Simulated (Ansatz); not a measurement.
## Sc under changes of volume

One of the cells (25.002 Å³/atom); the others are scaled copies at fixed shape and fractional positions:

```xyz
2
Lattice="3.3090 0.0000 0.0000 -1.6545 2.8657 0.0000 0.0000 0.0000 5.2733" Properties=species:S:1:pos:R:3 pbc="T T T"
Sc    1.6545    0.9552    3.9550
Sc    0.0000    1.9105    1.3183
```

| Property | Result |
| --- | --- |
| Program | Ansatz 0.2.0 |
| Functional | PBE |
| Potentials or basis | Ansatz PAW |
| Cutoff | 420 eV (not typed: the program's choice for these potentials) |
| k mesh | 9 × 9 × 5 |
| Occupations | fermi-dirac, width 0.05 eV |
| Spin | no spin polarisation |

| volume (Å³/atom) | energy over the lowest point (meV/atom) | pressure (GPa) |
| --- | --- | --- |
| 23.502 | ? | ? |
| 24.002 | 3.00 | 1.6 |
| 24.502 | 0.00 | 0.4 |
| 25.002 | 0.56 | -0.7 |
| 25.502 | 4.38 | -1.7 |
| 26.002 | 11.19 | -2.6 |
| 26.502 | 20.73 | -3.4 |

Q: What does the run at 23.502 Å³/atom give?

A: Energy over the lowest point 9.88 meV/atom; pressure 2.9 GPa.

Worked out: A Birch-Murnaghan fit of order 3 (a polynomial in V^(-2/3)) to the other rows has its minimum at 24.67 Å³/atom with B0 = V·E''(V) = 55 GPa and B' = 3.4 at fixed shape and positions, which overstates the stiffness. It gives 9.89 meV/atom at 23.502 Å³/atom, against the run's 9.88, and -dE/dV = 2.9 GPa, against 2.9.

Energies are extrapolated to zero smearing.
